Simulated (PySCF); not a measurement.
# Basis-set dependence of population analyses: maleic anhydride

Species: maleic anhydride, C4H2O3.
Numbering: `[O:1]=[C:2]1[CH:3]=[CH:4][C:5](=[O:6])[O:7]1` (hydrogens: H8 on C3; H9 on C4)

PBE0 throughout (PySCF), one geometry, spherical d and f functions. Geometry: PBE0-D3(BJ)/def2-SVP; no solvent, vibrations or thermal averaging. Atoms taken as equivalent share a column and are averaged.

Mulliken charges (e):

```tsv
basis	functions	O1/O6	C2/C5	C3/C4	O7	H8/H9
STO-3G	37	-0.180	+0.253	-0.097	-0.179	+0.115
pcSseg-0	67	-0.435	+0.670	-0.214	-0.639	+0.298
6-31G	67	-0.340	+0.505	-0.166	-0.483	+0.242
6-31G*	102	-0.382	+0.600	-0.218	-0.464	+0.231
cc-pVDZ	108	-0.172	+0.255	-0.028	-0.212	+0.051
def2-SVP	108	-0.151	+0.292	-0.075	-0.277	+0.073
pcSseg-1	129	-0.323	+0.535	-0.147	-0.408	+0.138
aug-cc-pVDZ	179	-0.489	+0.563	+0.546	-0.501	-0.369
6-311+G(2d,p)	201	-0.414	+0.457	+0.017	-0.411	+0.146
def2-TZVP	229	-0.230	+0.285	-0.145	-0.157	+0.169
cc-pVTZ	238	-0.221	+0.282	-0.155	-0.129	+0.158
IGLO-III	265	-0.394	+0.493	-0.097	-0.261	+0.129
```

IAO charges (e):

```
        basis  functions   O1/O6   C2/C5   C3/C4      O7   H8/H9
       STO-3G         37  -0.182  +0.279  -0.168  -0.179  +0.161
     pcSseg-0         67  -0.327  +0.459  -0.173  -0.306  +0.194
        6-31G         67  -0.334  +0.461  -0.173  -0.304  +0.198
       6-31G*        102  -0.370  +0.520  -0.174  -0.328  +0.188
      cc-pVDZ        108  -0.365  +0.517  -0.178  -0.324  +0.188
     def2-SVP        108  -0.361  +0.511  -0.174  -0.324  +0.185
     pcSseg-1        129  -0.370  +0.519  -0.176  -0.328  +0.191
  aug-cc-pVDZ        179  -0.381  +0.530  -0.177  -0.329  +0.193
6-311+G(2d,p)        201  -0.383  +0.531  -0.176  -0.331  +0.193
    def2-TZVP        229  -0.383  +0.535  -0.178  -0.333  +0.193
      cc-pVTZ        238  -0.381  +0.533  -0.179  -0.332  +0.192
     IGLO-III        265  -0.383  +0.533  -0.177  -0.332  +0.194
```

Q: Which scheme is steadiest as the basis changes?

A: Largest range over the bases for any column: IAO 0.26 e, Mulliken 0.76 e. IAO charges move least and Mulliken charges most, counted in e. Without the minimal STO-3G basis the ranges are IAO 0.08, Mulliken 0.76 e.

Q: How much do the charges still move between the two largest bases, cc-pVTZ and IGLO-III?

A: At most, over all atoms: Mulliken 0.211 e, IAO 0.003 e.

Q: What do the same runs give for the total energy, the frontier levels and the dipole moment?

A: 
```
        basis  energy (Eh)  HOMO (eV)  LUMO (eV)  μ (D)
       STO-3G    -373.8872      -5.26      -0.10   2.58
     pcSseg-0    -377.9642      -8.91      -3.57   4.52
        6-31G    -378.7342      -8.68      -3.30   4.59
       6-31G*    -378.8767      -8.47      -2.98   4.02
      cc-pVDZ    -378.9130      -8.47      -3.01   3.89
     def2-SVP    -378.6014      -8.65      -3.19   4.03
     pcSseg-1    -378.8450      -8.82      -3.32   4.18
  aug-cc-pVDZ    -378.9376      -8.76      -3.26   4.16
6-311+G(2d,p)    -378.9979      -8.81      -3.29   4.21
    def2-TZVP    -379.0337      -8.75      -3.24   4.12
      cc-pVTZ    -379.0179      -8.69      -3.18   4.04
     IGLO-III    -379.0368      -8.79      -3.28   4.15
```

The dipole is fixed by the density alone, so its range of 2.01 D shows that the density itself changes with the basis, not only its division among atoms.
